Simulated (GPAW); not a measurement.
# Ru (P6_3/mmc) in GPAW: relaxation of cell and atoms with LDA

Aim: the relaxation of cell and atoms of Ru with LDA.

All numbers are computed with GPAW 26.7.0; they aren't measurements. Logs are shortened: lines on timing, memory, paths and dates and some standing lists are left out, and cuts for length are marked. The log counts tension as positive stress, the text compression.

## (1) Starting point

The structure is hexagonal, space group P6_3/mmc (No. 194). The conventional cell has a = 2.706 Å, b = 2.706 Å, c = 4.282 Å, α = 90.00°, β = 90.00°, γ = 120.00°. Ru (site symmetry -6m2) has 12 Ru at 2.65 to 2.71 Å as nearest neighbours.

## (2) Relaxation of cell and atoms, LDA

Input file run.py:

```python
from ase.filters import FrechetCellFilter
from ase.io import read, write
from ase.optimize import BFGS
from gpaw import GPAW, PW

atoms = read('Ru.xyz')

calc = GPAW(mode=PW(600),
            xc='LDA',
            kpts={'size': (11, 11, 6), 'gamma': True},
            occupations={'name': 'fermi-dirac', 'width': 0.05},
            nbands=29,
            convergence={'density': 1e-05, 'forces': 0.0001},
            maxiter=150,
            txt='gpaw.txt')
atoms.calc = calc
opt = BFGS(FrechetCellFilter(atoms), trajectory='relax.traj', logfile='-')
done = opt.run(fmax=0.02, steps=100)
calc.write('gs.gpw')
write('result.traj', atoms)
print('Converged:', done)
print('Cell:', atoms.cell.cellpar().round(4))
print('Volume:', round(atoms.get_volume(), 4))
print(atoms.get_scaled_positions().round(5))
```

Input file Ru.xyz:

```xyz
2
Lattice="2.7058000000 0.0000000000 0.0000000000 -1.3529000000 2.3432915376 0.0000000000 0.0000000000 0.0000000000 4.2819000000" Properties=species:S:1:pos:R:3 pbc="T T T"
Ru     1.3529000001      0.7810971791      3.2114250000
Ru    -0.0000000001      1.5621943585      1.0704750000
```

Potentials or basis: the program's PAW data sets (release 1.2.1) made for this functional, pw.

Run with:

```sh
$ OMP_NUM_THREADS=1 python run.py
```

gpaw.txt:

```text
__  _  _
 | _ |_)|_||  |
 |__||  | ||/\| - 26.7.0

Input parameters:
  mode=PW(ecut=600.0),
  convergence={'density': 1e-05, 'forces': 0.0001},
  kpts=MonkhorstPack(size=(11, 11, 6), gamma=True),
  maxiter=150,
  nbands=29,
  occupations=Occupations(name='fermi-dirac', width=0.05),
  xc=XC(name='LDA')

Diagonalizing LCAO Hamiltonian
Converting LCAO to pw mode

          Ru

        Ru

Atoms  # Å, Bohr magnetons
|   | symbol |         x |        y |        z |    initial magnetic moments |
|---|--------|-----------|----------|----------|-----------------------------|
| 0 |     Ru |  1.352900 | 0.781097 | 3.211425 | ( 0.0000,  0.0000,  0.0000) |
| 1 |     Ru | -0.000000 | 1.562194 | 1.070475 | ( 0.0000,  0.0000,  0.0000) |

Unit cell  # Å
| periodic |         x |        y |        z |  lengths |     angles |
|----------|-----------|----------|----------|----------|------------|
|      yes |  2.705800 | 0.000000 | 0.000000 | 2.705800 |  90.000000 |
|      yes | -1.352900 | 2.343292 | 0.000000 | 2.705800 |  90.000000 |
|      yes |  0.000000 | 0.000000 | 4.281900 | 4.281900 | 120.000000 |

Number of symmetries: 12
Symmetry operations  # r_c * U_cc + t_c -> r_c
|    | kind |            matrix            |
|----|------|------------------------------|
|  0 |  σ   |  1, 1, 0,  0,-1, 0,  0, 0, 1 |
|  1 |  S6  |  1, 1, 0, -1, 0, 0,  0, 0,-1 |
|  2 |  E   |  1, 0, 0,  0, 1, 0,  0, 0, 1 |
|  3 |  C2  |  1, 0, 0, -1,-1, 0,  0, 0,-1 |
|  4 |  C2  |  0, 1, 0,  1, 0, 0,  0, 0,-1 |
|  5 |  C3  |  0, 1, 0, -1,-1, 0,  0, 0, 1 |
|  6 |  S6  |  0,-1, 0,  1, 1, 0,  0, 0,-1 |
|  7 |  σ   |  0,-1, 0, -1, 0, 0,  0, 0, 1 |
|  8 |  σ   | -1, 0, 0,  1, 1, 0,  0, 0, 1 |
[... 113 lines left out ...]
SCF iterations
|iter     | |      energy | eigst |  dens |force |
|---------|-|-------------|-------|-------|------|
|iter:   1| |  -23.769439 | +0.20 |       |      |
|iter:   2| |  -23.385839 | -2.60 | -1.06 |      |
|iter:   3| |  -21.948870 | -1.58 | -1.11 |      |
|iter:   4| |  -21.937066 | -4.15 | -2.13 |      |
|iter:   5| |  -21.932617 | -4.21 | -2.40 |      |
|iter:   6| |  -21.932634c| -6.64 | -3.63 |      |
|iter:   7| |  -21.932638c| -7.07 | -3.91 |      |
|iter:   8| |  -21.932638c| -7.81c| -4.76 |      |
|iter:   9| |  -21.932638c| -8.56c| -5.29c|      |
|iter:  10| |  -21.932638c| -9.42c| -5.92c|-3.57 |
|iter:  11| |  -21.932638c|-10.22c| -6.43c|-4.70c|

Converged in 11 steps
Energy contributions relative to reference atoms: (reference = -246246.829911)

Energy contributions:
  Kinetic:          -9.959702
  Coulomb:           2.360240
  Zero:             -0.459322
  External:          0.000000
  Xc:              -13.865425
  Entropy:          -0.016858
  Spinorbit:         0.000000
  ----------------------------
  Free energy:     -21.941067
  Extrapolated:    -21.932638
[... 289 lines left out ...]
|  5 |  C3  |  0, 1, 0, -1,-1, 0,  0, 0, 1 |
|  6 |  S6  |  0,-1, 0,  1, 1, 0,  0, 0,-1 |
|  7 |  σ   |  0,-1, 0, -1, 0, 0,  0, 0, 1 |
|  8 |  σ   | -1, 0, 0,  1, 1, 0,  0, 0, 1 |
[... 113 lines left out ...]
SCF iterations
|iter     | |      energy | eigst |  dens |force |
|---------|-|-------------|-------|-------|------|
|iter:   1| |  -22.004933 | -2.06 |       |      |
|iter:   2| |  -21.998766 | -4.69 | -1.97 |      |
|iter:   3| |  -21.979031 | -3.49 | -2.03 |      |
|iter:   4| |  -21.979848 | -5.23 | -2.99 |      |
|iter:   5| |  -21.980263c| -5.36 | -3.22 |      |
|iter:   6| |  -21.980266c| -7.77c| -4.12 |      |
|iter:   7| |  -21.980266c| -8.15c| -4.40 |      |
|iter:   8| |  -21.980266c| -8.74c| -5.36c|      |
|iter:   9| |  -21.980266c| -9.75c| -6.02c|-3.63 |
|iter:  10| |  -21.980266c|-10.44c| -6.39c|-4.28c|

Converged in 10 steps
Energy contributions relative to reference atoms: (reference = -246246.829911)

Energy contributions:
  Kinetic:          -0.363017
  Coulomb:          -5.465425
  Zero:             -0.520188
  External:          0.000000
  Xc:              -15.623732
  Entropy:          -0.015808
  Spinorbit:         0.000000
  ----------------------------
  Free energy:     -21.988170
  Extrapolated:    -21.980266
[... 28 lines left out ...]
No gap
No difference between direct/indirect transitions

Stress tensor  # eV/Ang^3
|         x |         y |         z |
|-----------|-----------|-----------|
| -0.001615 | -0.000000 |  0.000000 |
| -0.000000 | -0.001615 |  0.000000 |
|  0.000000 |  0.000000 | -0.003579 |

Forces  # eV/Ang
|        x |        y |        z |
|----------|----------|----------|
|  0.00000 | -0.00000 | -0.00000 |  # Ru   0
| -0.00000 |  0.00000 |  0.00000 |  # Ru   1
[... 7 lines left out ...]
Atoms  # Å, Bohr magnetons
|   | symbol |         x |        y |        z |    initial magnetic moments |
|---|--------|-----------|----------|----------|-----------------------------|
| 0 |     Ru |  1.334461 | 0.770452 | 3.165652 | ( 0.0000,  0.0000,  0.0000) |
| 1 |     Ru | -0.000000 | 1.540903 | 1.055217 | ( 0.0000,  0.0000,  0.0000) |

Unit cell  # Å
| periodic |         x |        y |         z |  lengths |     angles |
|----------|-----------|----------|-----------|----------|------------|
|      yes |  2.668923 | 0.000000 | -0.000000 | 2.668923 |  90.000000 |
|      yes | -1.334461 | 2.311355 |  0.000000 | 2.668923 |  90.000000 |
|      yes |  0.000000 | 0.000000 |  4.220869 | 4.220869 | 120.000000 |

Number of symmetries: 12
Symmetry operations  # r_c * U_cc + t_c -> r_c
|    | kind |            matrix            |
|----|------|------------------------------|
|  0 |  σ   |  1, 1, 0,  0,-1, 0,  0, 0, 1 |
|  1 |  S6  |  1, 1, 0, -1, 0, 0,  0, 0,-1 |
|  2 |  E   |  1, 0, 0,  0, 1, 0,  0, 0, 1 |
|  3 |  C2  |  1, 0, 0, -1,-1, 0,  0, 0,-1 |
|  4 |  C2  |  0, 1, 0,  1, 0, 0,  0, 0,-1 |
|  5 |  C3  |  0, 1, 0, -1,-1, 0,  0, 0, 1 |
|  6 |  S6  |  0,-1, 0,  1, 1, 0,  0, 0,-1 |
|  7 |  σ   |  0,-1, 0, -1, 0, 0,  0, 0, 1 |
|  8 |  σ   | -1, 0, 0,  1, 1, 0,  0, 0, 1 |
[... 113 lines left out ...]
SCF iterations
|iter     | |      energy | eigst |  dens |force |
|---------|-|-------------|-------|-------|------|
|iter:   1| |  -21.980441 | -4.12 |       |      |
|iter:   2| |  -21.980420 | -6.94 | -3.22 |      |
|iter:   3| |  -21.980350c| -5.99 | -3.27 |      |
|iter:   4| |  -21.980351c| -7.64c| -4.16 |      |
|iter:   5| |  -21.980352c| -7.81c| -4.41 |      |
|iter:   6| |  -21.980352c| -8.72c| -5.29c|      |
|iter:   7| |  -21.980352c| -9.17c| -5.64c|-4.83c|

Converged in 7 steps
Energy contributions relative to reference atoms: (reference = -246246.829911)

Energy contributions:
  Kinetic:          -0.606507
  Coulomb:          -5.266885
  Zero:             -0.518743
  External:          0.000000
  Xc:              -15.580300
  Entropy:          -0.015833
  Spinorbit:         0.000000
  ----------------------------
  Free energy:     -21.988269
  Extrapolated:    -21.980352
[... 28 lines left out ...]
No gap
No difference between direct/indirect transitions

Stress tensor  # eV/Ang^3
|         x |         y |         z |
|-----------|-----------|-----------|
|  0.000477 | -0.000000 |  0.000000 |
| -0.000000 |  0.000477 |  0.000000 |
|  0.000000 |  0.000000 | -0.000798 |

Forces  # eV/Ang
|        x |        y |        z |
|----------|----------|----------|
| -0.00000 | -0.00000 |  0.00000 |  # Ru   0
|  0.00000 |  0.00000 | -0.00000 |  # Ru   1

# Writing to gs.gpw (mode='')
```

stdout:

```text
Step          Energy          fmax
BFGS:    0      -21.941067        1.222173
BFGS:    1      -21.981005        0.497159
BFGS:    2      -21.988170        0.046552
BFGS:    3      -21.988269        0.010386
Converged: True
Cell: [  2.6689   2.6689   4.2209  90.      90.     120.    ]
Volume: 26.0378
[[0.66667 0.33333 0.75   ]
 [0.33333 0.66667 0.25   ]]
```

Run time: 2 min. Hardware: 1 thread of Arm Neoverse V1, shared host; peak memory 0.25 GiB.

Results:

| Item | Value |
| --- | --- |
| Free energy | -21.9883 eV |
| Relaxed volume | 13.02 Å³/atom |
| Relaxed cell | a = 2.669 Å, b = 2.669 Å, c = 4.221 Å, α = 90.00°, β = 90.00°, γ = 120.00° |
| Space group after relaxing (to 0.05 Å) | P6_3/mmc (No. 194) |
| Energy gained by relaxing | 23.9 meV/atom |
| Ionic steps | 4 |
| Pressure after relaxing | 0.0 GPa |
| Band gap on the k mesh | none (metal or under the smearing width) |

The path:
| step | energy change (eV) | largest force (eV/Å) | pressure (GPa) | volume (Å³) |
| --- | --- | --- | --- | --- |
| 1 | 0.0000 | 0.0000 | -13.77 | 27.15 |
| 2 | -0.0402 | 0.0000 | -5.88 | 26.48 |
| 3 | -0.0476 | 0.0000 | 0.36 | 26.01 |
| 4 | -0.0477 | 0.0000 | -0.01 | 26.04 |

Final structure:
```yaml
crystal:
  lattice:
    - [2.66892, 0.00000, 0.00000]
    - [-1.33446, 2.31135, 0.00000]
    - [0.00000, 0.00000, 4.22087]
  atoms:
    - { symbol: Ru, position: [0.66667, 0.33333, 0.75000] }
    - { symbol: Ru, position: [0.33333, 0.66667, 0.25000] }
```

Caveat: later steps reuse the first step's grids.
